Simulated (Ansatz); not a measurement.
# Convergence of a linear-scaling basis for generalised stacking fault on (110) of a LiCl-LiBr solid solution (56 atoms), part 3 of 4

Aim: test how closely localised support functions follow the reference on generalised stacking fault on (110) of a LiCl-LiBr solid solution (56 atoms), and at what cost. A setting counts as converged where the r.m.s. difference of forces stays under 1 % of the r.m.s. force.

Ansatz 0.2.0; Kohn-Sham DFT, PBE, PAW (set soft_2), plane waves.

The cell: 28 Li, 10 Br and 18 Cl. The cell is under 6 Å thick along one periodic direction. The host structure and its lattice constant were typed by rule, without a check against the phase diagram.

So far. Step 10 (Support functions medium, spacing 0.206 Å (grid laid …): Forces differ from the reference by 0.11 meV/Å r.m.s., 0.022 % of their size, well within a tolerance of 1 %; the energy by -0.29 meV/atom. It took 2.8 min and 15 cycles; the reference's time can't be set against it, since the two runs asked for unlike analyses.

### Step 11. Support functions medium, spacing 0.183 Å (grid laid 0.183 Å)

Level of this step: Kohn-Sham DFT, PBE, PAW (set soft_2), localised support functions (medium) (Ansatz).

The grid spacing sets how fine a wave the support functions can hold. The typed value is an upper bound, and the grid laid (48×30×144 points) is that of the run with spacing 0.206 Å.

The input, input.yaml:

```yaml
crystal:
  lattice:
    - [7.44767, 0.0, 0.0]
    - [0.0, 5.2663, 0.0]
    - [1.86192, 0.0, 26.26686]
  atoms:
    [... the 56 atom lines of step 2 ...]
kpoints:
  mp_grid: { grid: [2, 3, 1] }
hamiltonian:
  xc: pbe
scf:
  occupations: { method: fermi_dirac, width: 0.05 }
  eigensolver: { kind: { support_functions: { accuracy: medium, spacing: 0.183 } } }
  mixing: { beta: 0.2 }
  max_iter: 150
output:
  forces: true
```

Started as:

```
> ansatz run input.yaml --threads 4 --pin off --max-ram 8192MiB --backend cpu --events-out ev --progress --plain --runs-dir out
```

Numbers of over 12 decimals in the logs are rounded to 6 here.

The log of the run:

```text
[...]
Crystal: 56 atoms, lattice volume = 1030.230 Å³
Basis set: ecut = 420 eV, 20201 PW (Γ), exchange–correlation on 120×80×384 points (8 copies of the dense FFT grid, shifted against one another)
Bands: 168, of which v1, the nominal top of the filled ones, is band 140 counted from 1 (139 counted from 0)
Symmetry: 1 space group operations
k-points: 4 of 6 (time reversal used)
[...]
SCF iter   1: F=—  HF=-53084.904913 eV  |F-HF|=—  |Δ(HF+E_count)|=         —  Δρ=2.54e-2  dr2=6.80e0  ethr=1.00e-1
[...]
SCF iter  14: F=—  HF=-53087.934354 eV  |F-HF|=—  |Δ(HF+E_count)|=   2.75e-4  Δρ=1.52e-5  dr2=3.08e-6  ethr=2.53e-9  κ⁻¹=1.2e-6(r=7)
SCF iter  15: F=-53087.934355 eV  HF=-53087.934355 eV  |F-HF|=2.20e-7  |Δ(HF+E_count)|=   1.70e-6  Δρ=5.96e-6  dr2=5.86e-7  ethr=1.10e-9
SCF 1 converged in 15 iterations: F = -53087.940574 eV  dr2 = 5.86e-7
[...]
SCF converged after 15 iterations
[...]
Free energy (F): -53087.940574 eV
[...]
Internal energy: -53087.940574 eV  (E = F + TS)
E sigma→0 (E₀):  -53087.940574 eV
Fermi energy:    4.831908 eV
[...]
Σ components = -53087.940574   (vs F -53087.940574, Δ=0.00e0)
--- Forces (eV/Å), atoms counted from 1 ---
  atom   1  Li     0.01278134     0.00038855    -2.41365035
  atom   2  Br     0.03367578    -0.01334365     2.31107570
  atom   3  Li     0.00109463     0.00753038     0.17878910
  atom   4  Cl     0.08275496    -0.01450518     0.02135789
[...]
atom  56  Br     0.00166890    -0.03441113    -2.68421473
  max |Σ_I F_I| component: 7.56e-4 eV/Å
--- Band table (eV) ---
[...]
```

The job ended after 3.1 min (4 threads of Arm Neoverse N1, shared host; peak memory 2.9 GiB; 12 min of CPU time).

Keys that differ from the reference: support_functions.accuracy = "medium", support_functions.spacing = 0.183, scf.max_iter = 150 and scf.mixing.beta = 0.2.

Forces differ from the reference by 0.11 meV/Å r.m.s., 0.022 % of their size, well within a tolerance of 1 %; the energy by -0.29 meV/atom. It took 3.1 min and 15 cycles; the reference's time can't be set against it, since the two runs asked for unlike analyses.

### Step 12. A changed input

The input is spoilt on purpose; the run shows how that looks.

This step: Kohn-Sham DFT, PBE, PAW (set soft_2), localised support functions (low) (Ansatz 0.2.0).

input.yaml, the sections that differ from step 11:

```yaml
scf:
  occupations: { method: fermi_dirac, width: 0.05 }
  eigensolver: { kind: { support_functions: { accuracy: low } } }
  mixing: { beta: 1.0, preconditioner: none, ndim: 1 }
  max_iter: 100
# crystal, kpoints, hamiltonian, output: as in step 11
```

The log of the run:

```text
Warning: scf.eigensolver.kind.support_functions: disabling space-group detection — the functions' gradient is summed over unrotated k-points, so no spatial operation reduces the k-mesh or symmetrises the density; time reversal is kept, so that k and −k are solved as one point where they differ and the mesh holds both, and exact exchange and, on two spinor components, a DFT+U term hold to it where the run has them: [...]
settings of this run that can trade accuracy for cost: scf.eigensolver.kind.support_functions; scf.eigensolver.kind.support_functions.accuracy: low [...]
Engine: ansatz 0.2.0, aarch64-unknown-linux-gnu
Pseudopotentials: kind: paw
Pseudopotential: Li, paw, valence charge 3, recommended cutoff 420 eV (normal), Li.paw.azcp
Pseudopotential: Br, paw, valence charge 7, recommended cutoff 420 eV (normal), Br.paw.azcp
Pseudopotential: Cl, paw, valence charge 7, recommended cutoff 420 eV (normal), Cl.paw.azcp
[... 5 lines on functional and potentials left out ...]
Crystal: 56 atoms, lattice volume = 1030.230 Å³
Basis set: ecut = 420 eV, 20201 PW (Γ), exchange–correlation on 100×72×360 points (8 copies of the dense FFT grid, shifted against one another)
Bands: 168, of which v1, the nominal top of the filled ones, is band 140 counted from 1 (139 counted from 0)
Symmetry: 1 space group operations
k-points: 4 of 6 (time reversal used)
[... 7 lines on functional and potentials left out ...]
Initial density: superposition of atomic densities (chi_scale 0.1, normalization cell, long waves 22 % of neutral atoms (reshape's long-wave potential 1.22 eV rms, cloud 2.48 Å wide))
Initial wavefunctions: pseudopotential atomic-orbital guess
Eigensolver: Support functions (low, 36×24×120 points, laid for a spacing of at most 0.228497 Å, radius 3.967918 Å, 3 species' potentials softened for the grid, 3 wholly corrected for its errors in the mean over positions, 3 with the egg-box correction, energy correction by stochastic trace)
Functional: x = pbe(κ = 0.804, μ = 0.219515), c = pbe(β = 0.066725)
SCF iter   1: F=—  HF=-53084.798066 eV  |F-HF|=—  |Δ(HF+E_count)|=         —  Δρ=2.54e-2  dr2=6.81e0  ethr=1.00e-1
SCF iter   2: F=—  HF=-53090.598360 eV  |F-HF|=—  |Δ(HF+E_count)|=    5.80e0  Δρ=1.37e-2  dr2=1.24e1  ethr=2.43e-3
SCF iter   3: F=—  HF=-53189.046423 eV  |F-HF|=—  |Δ(HF+E_count)|=    9.84e1  Δρ=1.29e-1  dr2=9.99e3  ethr=2.43e-3
SCF iter   4: F=—  HF=-136277.638015 eV  |F-HF|=—  |Δ(HF+E_count)|=    8.31e4  Δρ=7.22e-1  dr2=2.91e5  ethr=2.43e-3
SCF iter   5: F=—  HF=-569976.363928 eV  |F-HF|=—  |Δ(HF+E_count)|=    4.34e5  Δρ=9.85e-1  dr2=7.40e5  ethr=2.43e-3
SCF iter   6: F=—  HF=-581679.971442 eV  |F-HF|=—  |Δ(HF+E_count)|=    1.17e4  Δρ=9.85e-1  dr2=7.37e5  ethr=2.43e-3
WARN: SCF iteration 6: the Harris–Foulkes energy stands at -5.8168e5 eV, against -53084.7981 eV at iteration 1 (that of least residual so far), and has stood under the runaway watch's bar for 3 iterations running; the SCF is not ended for it (`scf.max_iter` in the input reference has the rule and what to try)
SCF iter   7: F=—  HF=-558449.455707 eV  |F-HF|=—  |Δ(HF+E_count)|=    2.32e4  Δρ=9.53e-1  dr2=7.07e5  ethr=2.43e-3
SCF iter   8: F=—  HF=-543717.924137 eV  |F-HF|=—  |Δ(HF+E_count)|=    1.47e4  Δρ=9.22e-1  dr2=6.80e5  ethr=2.43e-3
SCF iter   9: F=—  HF=-544356.357953 eV  |F-HF|=—  |Δ(HF+E_count)|=         —  Δρ=9.94e-1  dr2=7.19e5  ethr=2.43e-3
SCF iter  10: F=—  HF=-602645.968537 eV  |F-HF|=—  |Δ(HF+E_count)|=    5.83e4  Δρ=1.09e0  dr2=7.74e5  ethr=2.43e-3
[...]
SCF iter  38: F=—  HF=-579565.952444 eV  |F-HF|=—  |Δ(HF+E_count)|=    1.49e4  Δρ=1.04e0  dr2=7.39e5  ethr=2.43e-3
SCF iter  39: F=—  HF=-569727.266810 eV  |F-HF|=—  |Δ(HF+E_count)|=    9.84e3  Δρ=1.00e0  dr2=7.15e5  ethr=2.43e-3
SCF iter  40: F=—  HF=-560528.563249 eV  |F-HF|=—  |Δ(HF+E_count)|=    9.20e3  Δρ=1.03e0  dr2=7.32e5  ethr=4.80e-5
Mixer restart at iter 40: flushing history
iteration 40: the SCF's residuals had fallen too slowly under its mixing. It goes on by minimising its free energy, and can end on another state than longer mixing would; under `scf.algorithm: density_mixing` no SCF does so, but by `scf.convergence.dm_fallback`
SCF iter  41: F=—  HF=-536738.854235 eV  |F-HF|=—  |Δ(HF+E_count)|=    2.38e4  Δρ=1.03e0  dr2=7.11e5  ethr=4.80e-5
```

Run time: 3.7 min. Hardware: 4 threads; peak memory 2.2 GiB.

Residual by cycle:

cycle, log10 residual and a bar from the least value:
```
        1        0.8 
        5        5.9 ##############################
        8        5.8 ##############################
       12        5.9 ##############################
       16        5.9 ##############################
       19        5.9 ##############################
       23        5.8 ##############################
       26        5.9 ##############################
       30        5.9 ##############################
       34        5.9 ##############################
       37        5.9 ##############################
       41        5.9 ##############################
```

The run was cut off at its time limit.

After 41 cycles the residual stands at 7.1e5.

The change made on purpose: support_functions.accuracy = "low", scf.mixing.beta = 1.0, scf.mixing.ndim = 1 and scf.mixing.preconditioner = "none".

Runs without a result: support functions medium, spacing 0.411 Å (grid laid 0.366 Å) (cut at the time limit); support functions medium, spacing 0.343 Å (grid laid 0.310 Å) (cut at the time limit); support functions medium, spacing 0.297 Å (grid laid 0.293 Å) (cut at the time limit).

### Step 13. Cost against change

Each row is set against the plane-wave reference (Kohn-Sham DFT, PBE, PAW (set soft_2), plane waves; r.m.s. force component 0.504 eV/Å). Energies are set beside the reference only for runs with its functional, potentials and electron count. Times are for 4 threads of Arm Neoverse N1, shared host. The reference's time includes the DOS, ELF, the stress and grids, which some other runs skip.

| run | Δ force, r.m.s. (meV/Å) | share of r.m.s. force (%) | Δ energy (meV/atom) | Δ gap (eV) | cycles | time | host memory (GiB) |
| --- | --- | --- | --- | --- | --- | --- | --- |
| reference | - | - | - | - | 7 | 1.7 min | 3.0 |
| support functions medium | 0.134 | 0.0267 | -0.250 | 9.0e-4 | 17 | 2.4 min | 2.0 |
| support functions low | 0.144 | 0.0286 | -0.250 | 0.001 | 15 | 2.3 min | 2.0 |
| support functions high | 0.042 | 0.0084 | -0.292 | -1.0e-4 | 18 | 6.9 min | 4.0 |
| support functions medium, spacing 0.263 Å (grid laid 0.248 Å) | 0.66 | 0.131 | -0.262 | 9.0e-4 | 17 | 2.1 min | 1.8 |
| support functions medium, spacing 0.206 Å (grid laid 0.183 Å) | 0.113 | 0.0224 | -0.292 | 0.0014 | 15 | 2.8 min | 2.8 |
| support functions medium, spacing 0.183 Å (grid laid 0.183 Å) | 0.113 | 0.0224 | -0.291 | 0.0014 | 15 | 3.1 min | 2.9 |

### Step 14. The reference in detail

The comparisons rest on this run, so its electronic structure is set out here.

Neighbours are counted within 3.06 Å (Li-Cl), 3.02 Å (Li-Br).

Length of the force by element and coordination:

| element | coordination | atoms | mean length of the force (eV/Å) | spread | least | most |
| --- | --- | --- | --- | --- | --- | --- |
| Br | all | 10 | 0.824 | 1.14 | 0.0235 | 2.68 |
| Br | 5 | 3 | 2.56 | 0.174 | 2.31 | 2.68 |
| Br | 6 | 7 | 0.0814 | 0.0393 | 0.0235 | 0.157 |
| Cl | all | 18 | 0.150 | 0.327 | 0.027 | 1.49 |
| Cl | 5 | 1 | 1.49 | 0 | 1.49 | 1.49 |
| Cl | 6 | 17 | 0.0714 | 0.0358 | 0.027 | 0.172 |
| Li | all | 28 | 0.449 | 0.729 | 0.0108 | 2.59 |
| Li | 5 | 4 | 2.13 | 0.610 | 1.08 | 2.59 |
| Li | 6 | 24 | 0.168 | 0.0927 | 0.0108 | 0.277 |

Löwdin charges by element and coordination (they lack the spilled electrons, 0.031 e an atom on average):

| element | coordination | atoms | mean charge (e) | spread | least | most |
| --- | --- | --- | --- | --- | --- | --- |
| Br | all | 10 | -0.549 | 0.0096 | -0.566 | -0.539 |
| Br | 5 | 3 | -0.563 | 0.0019 | -0.566 | -0.562 |
| Br | 6 | 7 | -0.543 | 0.002 | -0.546 | -0.539 |
| Cl | all | 18 | -0.629 | 0.0043 | -0.645 | -0.625 |
| Cl | 5 | 1 | -0.645 | 0 | -0.645 | -0.645 |
| Cl | 6 | 17 | -0.628 | 0.0019 | -0.632 | -0.625 |
| Li | all | 28 | 0.663 | 0.0141 | 0.628 | 0.686 |
| Li | 5 | 4 | 0.662 | 0.0119 | 0.645 | 0.678 |
| Li | 6 | 24 | 0.663 | 0.0144 | 0.628 | 0.686 |

Density of states as counts of states in windows of 1 eV (from the Fermi level), total and the larger projections:

| from (eV) | to (eV) | total | Cl p | Br p | Li s | Cl s | Br s |
| --- | --- | --- | --- | --- | --- | --- | --- |
| -18 | -17 | 0.0 | 0.0 | 0.0 | 0.0 | 0.0 | 0.0 |
| -17 | -16 | 16.1 | 0.0 | 0.0 | 3.1 | 8.4 | 4.6 |
| -16 | -15 | 39.9 | 0.0 | 0.0 | 1.4 | 25.0 | 13.3 |
| -15 | -7 | 0.0 | 0.0 | 0.0 | 0.0 | 0.0 | 0.0 |
| -7 | -6 | 0.2 | 0.1 | 0.1 | 0.0 | 0.0 | 0.0 |
| -6 | -5 | 46.7 | 26.9 | 15.4 | 3.6 | 0.2 | 0.2 |
| -5 | -4 | 53.4 | 37.0 | 13.9 | 1.4 | 0.2 | 0.2 |
| -4 | -3 | 63.7 | 38.5 | 24.3 | 0.2 | 0.0 | 0.0 |
| -3 | -2 | 4.1 | 0.8 | 3.2 | 0.0 | 0.0 | 0.0 |
| -2 | 2 | 0.0 | 0.0 | 0.0 | 0.0 | 0.0 | 0.0 |
| 2 | 3 | 0.4 | 0.0 | 0.0 | 0.2 | 0.1 | 0.1 |
| 3 | 4 | 13.1 | 0.4 | 0.3 | 4.6 | 0.7 | 0.5 |
| 4 | 5 | 34.9 | 0.8 | 0.5 | 12.5 | 0.7 | 0.5 |

The curve was stored every 0.10 eV, coarse against its broadening of 0.08 eV, so these counts are rough.

The stored curve holds about 224 of the 280 electrons; the rest, give or take the few that broadening carries across the Fermi level, lie in deeper levels below its range.

The levels nearest the highest filled one (over half full), pooled over k-points and spins:

| level less the highest filled one (eV) | occupation |
| --- | --- |
| -0.235 | 2 |
| -0.208 | 2 |
| -0.194 | 2 |
| -0.182 | 2 |
| -0.162 | 2 |
| 0 | 2 |
| 5.33 | 0 |
| 5.73 | 0 |
| 5.80 | 0 |
| 5.87 | 0 |
| 6.09 | 0 |
| 6.12 | 0 |

Valence density in the ca plane at fractional y = 0.000, with atoms of Li and Br and Cl within 0.2 Å of it. It is the smooth field of the valence electrons, not physical close to the nuclei.

Ten steps, logarithmic in the rise over the least value, from '0' (0.0 e/Å³) to '9' (7.2 e/Å³), each cell a mean:
```
12551112221111013444310002456642101256666310
05995000000277401122112311234321000135554210
04885000000399610000027860011110353112332101
11441112210278500000038970000001797200110147
31001234432112112222115740011101797200000179
42001356654200124554310101233321354111110158
42002466665200135666420012455532000123432113
42002465465310246646531013566653101246654200
31001356665200146656531014663663101356665310
21001245553100135666421013566663101366266410
02551112321111013444310002456642101356665310
05995000100277401222112311234321000135554210
04885000000499600000027860011110342112332101
11441112210278500000038970000001797100110047
31001234432112112222115740011101797200000169
42001356653100124554310101233211354111110058
42102466665200135666420012455531000123432113
42102465465200246646531013566653100246664210
32001366664200146656531014663663101356666310
21001245543100135666421013666653101356266410
```
Columns run along c (16.0 Å, from fractional 0.39 to 1.00 of the cell), rows up along a (7.4 Å). Atoms in or near the plane, at fractional coordinates: Li at (0.99, 0.75), Li at (0.43, 0.89), Cl at (0.50, 0.63), Li at (0.57, 0.86), Cl at (0.64, 0.59), Li at (0.71, 0.82), Cl at (0.78, 0.56), Li at (0.85, 0.79), Cl at (0.92, 0.52), Li at (0.99, 0.25), Li at (0.42, 0.39), Cl at (0.50, 0.13), Li at (0.57, 0.36), Cl at (0.64, 0.09) and more.

(Continued in part 4 of 4.)

[Logs are printed without paths, hosts, clocks, repeated set-up lines and the standing remarks that a program may print on its own settings, such as how far it seeks lower states.]

[Hosts, paths, dates, database ids (printed as entryN), source tags and the programs' standing remarks are cut or masked in the printed files.]
